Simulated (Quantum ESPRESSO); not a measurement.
# InAs: single point with PBE

Crystal: InAs.

```
In As
1.0
     0.00000    2.87730    2.87730
     2.87730    0.00000    2.87730
     2.87730    2.87730    0.00000
In As
1 1
Direct
  0.50000 0.50000 0.50000
  0.00000 0.00000 0.00000
```

Measurements of this composition are mostly on another form, of space group No. 216.

```json
{"Program": "Quantum ESPRESSO 7.5", "Task": "single point", "Functional": "PBE", "Potentials or basis": "SSSP 1.3 efficiency PBE", "Cutoff": "748 eV", "Density cutoff": "5987 eV", "k mesh": "8 × 8 × 8", "Occupations": "fermi-dirac, width 0.05 eV", "Spin": "no spin polarisation", "Mixing beta": "0.5", "Most SCF iterations": "120", "SCF threshold": "4e-10 Ry"}
```

The pressure is 0.0 GPa and the band gap on the k mesh is none (metal or under the smearing width).

Levels at points of the mesh, in eV from the Fermi level:
```
             k point  band 6  band 7  band 8  band 9  band 10  band 11  band 12  band 13
  (0.00, 0.00, 0.00)  -12.11   -0.67   -0.20   -0.20    -0.20     7.18     7.18     7.55
 (0.00, 0.00, -0.50)  -10.45   -6.50    0.17    0.17     2.13     3.27     3.27     4.42
(0.00, -0.50, -0.50)   -9.58   -4.70   -2.94   -2.23    -2.23     3.87     9.23     9.23
```

Wall time 26 s on 1 thread of AMD EPYC 7R13 Processor (Zen 3) (shared host), peak memory 0.24 GiB.
